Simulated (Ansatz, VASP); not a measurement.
## One calculation of Rh, two programs

```
Rh
1.0
     2.65158    0.00000    0.00000
    -1.32579    2.29634    0.00000
     0.00000    0.00000    4.27528
Rh
2
Direct
  0.66667 0.33333 0.75000
  0.33333 0.66667 0.25000
```

Alike in both runs: functional PBE; k mesh 18 × 18 × 10; occupations gaussian, width 0.1 eV; no spin polarisation.

Ansatz relaxed the structure, and its values are those at the end. VASP's run is a single point on that final structure, the one shown.

|  | VASP | Ansatz |
| --- | --- | --- |
| version | VASP 6.6.1 | Ansatz 0.2.0 |
| potentials or method | VASP PAW PBE potentials, release 64 (Rh_pv) | scalar-relativistic, plane waves, PAW |
| plane-wave cutoff (eV) | 520 | 420 |
| valence electrons in the cell | 30 | 34 |

|  | VASP | Ansatz | Ansatz less VASP |
| --- | --- | --- | --- |
| gap on the k mesh at the Fermi level (eV) | none | none | - |
| pressure (GPa) | 25.0 | 25.0 | +0.01 |

A gap of «none» marks a metal or a gap that the smearing closes. The two sets of potentials don't hold the same shells in valence.

Caveats: so large a pressure means that the cell lies far from this level's equilibrium, or that cutoff or potentials fall short (VASP).
